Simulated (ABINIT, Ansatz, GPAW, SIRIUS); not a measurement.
## Ta: 4 runs at one level of theory

```
Ta
1.0
     2.90037    0.00000    0.00000
    -1.45019    2.51180    0.00000
     0.00000    0.00000    5.16627
Ta
2
Direct
  0.33333 0.66667 0.25000
  0.66667 0.33333 0.75000
```

This isn't the form of Ta at room conditions, which is bcc.

Alike in all runs: task single point; functional PBEsol; k mesh 11 × 11 × 5; occupations fermi-dirac, width 0.05 eV; no spin polarisation; no spin-orbit coupling. Pressure is positive in compression and, in plane waves, holds the error of the finite cutoff.

```tsv
program and potentials	plane-wave cutoff (eV)	notes	pressure (GPa)
Ansatz, all-electron LAPW, scalar-relativistic	-	-	-7.33
GPAW, PAW data sets generated for this functional	600	-	-7.12
SIRIUS, PseudoDojo 0.4.1 PBEsol standard (scalar relativistic)	807	-	-7.22
ABINIT, PseudoDojo NC SR PBEsol v0.4.1 standard	789	-	-7.22
```

The pressure spans -7.33 (Ansatz, all-electron LAPW, scalar-relativistic) to -7.12 GPa (GPAW, PAW data sets generated for this functional), with all-electron results at -7.33.

Differences between rows come from potentials, basis sets and numerical settings, since the functional is the same but for its coding. Runs on potential files found faulty are left out.
